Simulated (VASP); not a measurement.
# CuAu (P4/mmm) in VASP: a series of runs

Runs on CuAu. Level: PBE. Tasks: single point.

Everything below comes from runs of VASP 6.6.1. Logs are shortened: lines on timing, memory, paths and dates and some standing lists are left out, and cuts for length are marked.

## 1. The crystal as given

It takes space group P4/mmm (No. 123, tetragonal). The conventional cell has a = 2.811 Å, b = 2.811 Å, c = 3.685 Å, α = 90.00°, β = 90.00°, γ = 90.00°. Around Au (site symmetry 4/mmm) lie 8 Cu at 2.71 Å and 4 Au at 2.81 Å. Cu (site symmetry 4/mmm) is surrounded by 8 Au at 2.71 Å and 4 Cu at 2.81 Å.

## 2. Single point, PBE

The input, INCAR:

```
SYSTEM = CuAu
ADDGRID  = .FALSE.      
ALGO     = Normal         ! electronic algorithm
EDIFF    = 1E-6           ! SCF threshold, eV
ENCUT    = 460            ! plane-wave cutoff, eV
GGA      = PE             ! functional
ISIF     = 2              ! what is computed and relaxed
ISMEAR   = 1              ! smearing method
LASPH    = .TRUE.         ! aspherical terms in the spheres
LCHARG   = .FALSE.        ! write CHGCAR
LREAL    = Auto         
LWAVE    = .FALSE.        ! write WAVECAR
NBANDS   = 18             ! bands
NELM     = 100            ! most SCF steps
PREC     = Accurate       ! precision mode
SIGMA    = 0.2            ! smearing width, eV
```

The input, KPOINTS:

```
k-points
0
G
  5 5 4
  0 0 0
```

The input, POSCAR:

```
CuAu
1.0
    2.8107494552      0.0000000000      0.0000000000
    0.0000000000      2.8107494552      0.0000000000
    0.0000000000      0.0000000000      3.6850000000
Au Cu
1 1
Direct
    0.0000000000      0.0000000000      0.0000000000
    0.5000000000      0.5000000000      0.5000000000
```

Potentials or basis: VASP PAW PBE potentials, release 64 (Au, Cu).

The run is started by

```bash
$ cat potpaw_PBE.64/Au/POTCAR potpaw_PBE.64/Cu/POTCAR > POTCAR
$ mpirun -np 1 vasp_std > vasp.out
```

OUTCAR:

```text
SYSTEM = CuAu
   EDIFF = 1E-6
   ENCUT = 460
   GGA = PE
   ISIF = 2
   ISMEAR = 1
   LASPH = .TRUE.
   LREAL = Auto
   NELM = 100
   PREC = Accurate

 Found     18 irreducible k-points:

 Following reciprocal coordinates:
            Coordinates               Weight
  0.000000  0.000000  0.000000      1.000000
  0.200000  0.000000  0.000000      4.000000
  0.400000  0.000000  0.000000      4.000000
  0.200000  0.200000  0.000000      4.000000
  0.400000  0.200000  0.000000      8.000000
  0.400000  0.400000  0.000000      4.000000
   k-points           NKPTS =     18   k-points in BZ     NKDIM =     18   number of bands    NBANDS=     18
   number of dos      NEDOS =    301   number of ions     NIONS =      2
   total plane-waves  NPLWV =  11200
   dimension x,y,z NGX =    20 NGY =   20 NGZ =   28
   dimension x,y,z NGXF=    40 NGYF=   40 NGZF=   56
   ions per type =               1   1
   NGX,Y,Z   is equivalent  to a cutoff of  11.83, 11.83, 12.63 a.u.
   NGXF,Y,Z  is equivalent  to a cutoff of  23.66, 23.66, 25.26 a.u.
 SYSTEM =  CuAu
   PREC   = accura    normal or accurate (medium, high low for compatibility)
   ISTART =      0    job   : 0-new  1-cont  2-samecut
   ICHARG =      2    charge: 1-file 2-atom 10-const
   ISPIN  =      1    spin polarized calculation?
   LNONCOLLINEAR =      F non collinear calculations
   LSORBIT =      F    spin-orbit coupling
   LASPH  =      T    aspherical Exc in radial PAW
   ENCUT  =  460.0 eV  33.81 Ry    5.81 a.u.   4.92  4.92  6.44*2*pi/ulx,y,z
   NELM   =    100;   NELMIN=  2; NELMDL= -5     # of ELM steps
   EDIFF  = 0.1E-05   stopping-criterion for ELM
   LREAL  =      T    real-space projection
   EDIFFG = 0.1E-04   stopping-criterion for IOM
   NSW    =      0    number of steps for IOM
   IBRION =     -1    ionic relax: 0-MD 1-quasi-New 2-CG
   NFREE  =      0    steps in history (QN), initial steepest desc. (CG)
   ISIF   =      2    stress and relaxation
   ISYM   =      2    0-nonsym 1-usesym 2-fastsym
   POTIM  = 0.5000    time-step for ionic-motion
   TEBEG  =    0.0;   TEEND  =   0.0 temperature during run
   PSTRESS=    0.0 pullay stress
   NELECT =      22.0000    total number of electrons
   NUPDOWN=      -1.0000    fix difference up-down
   EMIN   =  10.00;   EMAX   =-10.00  energy-range for DOS
   EFERMI =   0.00;   METHOD = LEGACY
   ISMEAR =     1;   SIGMA  =   0.20  broadening in eV -4-tet -1-fermi 0-gaus
   EFERMI_NEDOS =   21; number of points for ismear=-14 and -15
   IALGO  =     38    algorithm
   IMIX   =      4    mixing-type and parameters
     AMIX     =   0.40;   BMIX     =  1.00
     AMIX_MAG =   1.60;   BMIX_MAG =  1.00
  volume/ion in A,a.u.               =      14.56        98.23
  Fermi-wavevector in a.u.,A,eV,Ry     =   1.491152  2.817868 30.253005  2.223533
  Thomas-Fermi vector in A             =   2.603843
   LORBIT       =      0    0 simple, 1 ext, 2 COOP (PROOUT), +10 PAW based schemes
   GGA     = PE    functional components
   LHFCALC =     F    Hartree Fock is set to
   AEXX    =    0.0000 exact exchange contribution
   IVDW    =     0    specifies the selected vdW correction
   LEPSILON=     F    determine dielectric tensor
   LRPA    =     F    only Hartree local field effects (RPA)
 non-spin polarized calculation
 Methfessel and Paxton  Order N= 1 SIGMA  =   0.20
  energy-cutoff  :      460.00
  volume of cell :       29.11
 maximum number of plane-waves:       667
 NGX is ok and might be reduce to    20
   NGX =  9   NGY =  9   NGZ = 13

 number of electron      22.0000020 magnetization

 Free energy of the ion-electron system (eV)
  ---------------------------------------------------
  ext. energy  EPLUGINS =         0.00000000
  ---------------------------------------------------
  free energy    TOTEN  =        -7.14979439 eV

  energy without entropy =       -7.14792893  energy(sigma->0) =       -7.14917257

 E-fermi :   9.0699     XC(G=0): -12.6627

 val. band max:        9.0308038769   @ k =   0.4000   0.2000   0.5000
 cond. band min:       9.3161195894   @ k =   0.4000   0.4000   0.2500
 fundamental gap:      0.2853157125
 Fermi energy:         9.0699007783

 k-point     1 :       0.0000    0.0000    0.0000
  band No.  band energies     occupation
      1      -1.0320      2.00000
      2       2.1620      2.00000
      3       2.2902      2.00000
      4       4.6788      2.00000
      5       4.6788      2.00000
      6       5.7545      2.00000
[... 10 lines left out ...]
     17      25.5525      0.00000
     18      26.1422      0.00000

 k-point     2 :       0.2000    0.0000    0.0000
  band No.  band energies     occupation
      1      -0.1487      2.00000
      2       2.4872      2.00000
      3       2.9116      2.00000
      4       4.1615      2.00000
      5       4.8869      2.00000
      6       5.3897      2.00000
[... 10 lines left out ...]
     17      25.7226      0.00000
     18      27.5644      0.00000

 k-point     3 :       0.4000    0.0000    0.0000
  band No.  band energies     occupation
      1       1.6754      2.00000
      2       3.1420      2.00000
      3       3.3415      2.00000
      4       4.1128      2.00000
      5       4.7810      2.00000
      6       5.3484      2.00000
[... 10 lines left out ...]
     17      23.8387      0.00000
     18      25.2598      0.00000

 k-point     4 :       0.2000    0.2000    0.0000
  band No.  band energies     occupation
      1       0.6999      2.00000
      2       3.0612      2.00000
      3       3.1923      2.00000
      4       4.0154      2.00000
      5       4.3325      2.00000
      6       4.8924      2.00000
[... 10 lines left out ...]
     17      26.0251      0.00000
     18      26.5595      0.00000

 k-point     5 :       0.4000    0.2000    0.0000
  band No.  band energies     occupation
      1       2.3243      2.00000
      2       3.2281      2.00000
      3       3.2376      2.00000
      4       3.7115      2.00000
      5       4.1028      2.00000
      6       5.4072      2.00000
[... 10 lines left out ...]
     17      21.6596      0.00000
     18      22.9659      0.00000

 k-point     6 :       0.4000    0.4000    0.0000
  band No.  band energies     occupation
      1       1.9114      2.00000
      2       3.0703      2.00000
      3       3.1025      2.00000
      4       3.1042      2.00000
      5       5.9663      2.00000
      6       6.7382      2.00000
[... 10 lines left out ...]
     17      21.1656      0.00000
     18      21.6666      0.00000

 [... further k-points ...]

------------------------ aborting loop because EDIFF is reached ----------------------------------------

  FORCE on cell =-STRESS in cart. coord.  units (eV):
  Direction    XX          YY          ZZ          XY          YZ          ZX
  --------------------------------------------------------------------------------------
  -------------------------------------------------------------------------------------
  Total        0.7690747      0.7690747      0.6283891      0.0000000      0.0000000     -0.0000000
  in kB       42.3250390     42.3250390     34.5825864      0.0000000      0.0000000     -0.0000000
  external PRESSURE =      39.7442214 kB  Pullay stress =       0.0000000 kB

 VOLUME and BASIS-vectors are now :
 -----------------------------------------------------------------------------
  energy-cutoff  :      460.00
  volume of cell :       29.11
      direct lattice vectors                 reciprocal lattice vectors
     2.810749455  0.000000000  0.000000000     0.355776997  0.000000000  0.000000000
     0.000000000  2.810749455  0.000000000     0.000000000  0.355776997  0.000000000
     0.000000000  0.000000000  3.685000000     0.000000000  0.000000000  0.271370421

 POSITION                                       TOTAL-FORCE (eV/Angst)
 -----------------------------------------------------------------------------------
      0.00000      0.00000      0.00000         0.000000      0.000000      0.000000
      1.40537      1.40537      1.84250         0.000000      0.000000      0.000000
 -----------------------------------------------------------------------------------
    total drift:                               -0.000000      0.000000      0.000000

  FREE ENERGIE OF THE ION-ELECTRON SYSTEM (eV)
  ---------------------------------------------------
  free  energy   TOTEN  =        -7.1497943918 eV

  energy  without entropy=       -7.1479289274  energy(sigma->0) =       -7.14917257
```

OSZICAR:

```text
N       E                     dE             d eps       ncg     rms          rms(c)
DAV:   1     0.119614094881E+03    0.11961E+03   -0.10120E+04   688   0.157E+03
DAV:   2    -0.362282054809E+01   -0.12324E+03   -0.11532E+03   652   0.279E+02
DAV:   3    -0.804894798790E+01   -0.44261E+01   -0.43834E+01   756   0.629E+01
DAV:   4    -0.810995090697E+01   -0.61003E-01   -0.60957E-01   836   0.609E+00
DAV:   5    -0.811134365504E+01   -0.13927E-02   -0.13927E-02   848   0.918E-01    0.114E+01
DAV:   6    -0.754361668631E+01    0.56773E+00   -0.64450E+00   706   0.679E+01    0.534E+00
DAV:   7    -0.721454932605E+01    0.32907E+00   -0.24863E+00   776   0.695E+01    0.540E+00
DAV:   8    -0.715663304630E+01    0.57916E-01   -0.19982E-01   914   0.112E+01    0.259E+00
DAV:   9    -0.714998404047E+01    0.66490E-02   -0.15777E-02   970   0.287E+00    0.119E-01
DAV:  10    -0.714980270825E+01    0.18133E-03   -0.19306E-03   814   0.512E-01    0.856E-02
DAV:  11    -0.714979840908E+01    0.42992E-05   -0.63346E-05   858   0.851E-02    0.244E-02
DAV:  12    -0.714979484980E+01    0.35593E-05   -0.78700E-06  1002   0.698E-02    0.661E-03
DAV:  13    -0.714979439177E+01    0.45803E-06   -0.30959E-07   374   0.108E-02
   1 F= -.71497944E+01 E0= -.71491726E+01  d E =-.186546E-02
```

Run time: 15 s. Hardware: 1 thread of Intel Xeon Platinum 8375C at 2.90GHz (Ice Lake), shared host; peak memory 0.13 GiB.

The run converged, but some of its settings lie outside the range that counts as converged, so its numbers aren't taken as properties of the crystal.

Results:

- Free energy: -7.1498 eV
- Pressure: 4.0 GPa
- Band gap on the k mesh: none (metal or under the smearing width)

Caveat: the k mesh is coarse (spacing up to 0.45 Å⁻¹), so the values aren't converged.

## 3. Single point, PBE

INCAR is that of step 2.

KPOINTS is that of step 2.

The input, POSCAR:

```
CuAu
1.0
    2.8107494552      0.0000000000      0.0000000000
    0.0000000000      2.8107494552      0.0000000000
    0.0000000000      0.0000000000      3.6850000000
Au Cu
1 1
Direct
    0.0257070000      0.0114430000     -0.0258500000
    0.4994280000      0.4658820000      0.5068750000
```

Potentials or basis: VASP PAW PBE potentials, release 64 (Au, Cu).

The run is started by

```bash
$ cat potpaw_PBE.64/Au/POTCAR potpaw_PBE.64/Cu/POTCAR > POTCAR
$ mpirun -np 1 vasp_std > vasp.out
```

Run time: 30 s. Hardware: 1 thread of Intel Xeon Platinum 8375C at 2.90GHz (Ice Lake), shared host; peak memory 0.14 GiB.

The run converged, but some of its settings lie outside the range that counts as converged, so its numbers aren't taken as properties of the crystal.

Results:

| Property | Result |
| --- | --- |
| Free energy | -7.0559 eV |
| Pressure | 6.2 GPa |
| Largest force | 1.084 eV/Å |
| Band gap on the k mesh | none (metal or under the smearing width) |

Caveat: the k mesh is coarse (spacing up to 0.45 Å⁻¹), so the values aren't converged.

## 4. Single point, PBE

INCAR: that of step 3 with these lines changed.

```diff
@@ -3,3 +3,3 @@
 ALGO     = Normal         ! electronic algorithm
-EDIFF    = 1E-6           ! SCF threshold, eV
+EDIFF    = 0.01           ! SCF threshold, eV
 ENCUT    = 460            ! plane-wave cutoff, eV
@@ -10,3 +10,3 @@
 LCHARG   = .FALSE.        ! write CHGCAR
-LREAL    = Auto         
+LREAL    = .FALSE.        ! projectors in reciprocal space
 LWAVE    = .FALSE.        ! write WAVECAR
```

KPOINTS is that of step 3.

The input, POSCAR:

```
CuAu
1.0
    2.8107494552      0.0000000000      0.0000000000
    0.0000000000      2.8107494552      0.0000000000
    0.0000000000      0.0000000000      3.6850000000
Au Cu
1 1
Direct
    0.0000000000      0.0000000000      0.0000000000
    0.5000000000      0.5000000000      0.5000000000
```

The run is started by

```bash
$ cat potpaw_PBE.64/Au/POTCAR potpaw_PBE.64/Cu/POTCAR > POTCAR
$ mpirun -np 1 vasp_std > vasp.out
```

Wall time 6 s (1 thread of Intel Xeon Platinum 8375C at 2.90GHz (Ice Lake), shared host); peak memory 0.13 GiB.

These settings aren't checked as converged: the numbers below hold their error.

What came out:

| Property | Result |
| --- | --- |
| Free energy | -7.1488 eV |
| Pressure | -1.0 GPa |
| Band gap on the k mesh | none (metal or under the smearing width) |

Caveat: the k mesh is coarse (spacing up to 0.45 Å⁻¹), so the values aren't converged.

## 5. The reference run

An earlier run on the cell as given: functional PBEsol; potentials or basis VASP PAW PBE potentials, release 64 (Au, Cu); cutoff 520 eV; k mesh 9 × 9 × 7; occupations fermi-dirac, width 0.05 eV; no spin polarisation.

* Pressure: -3.9 GPa
* Band gap on the k mesh: none (metal or under the smearing width)
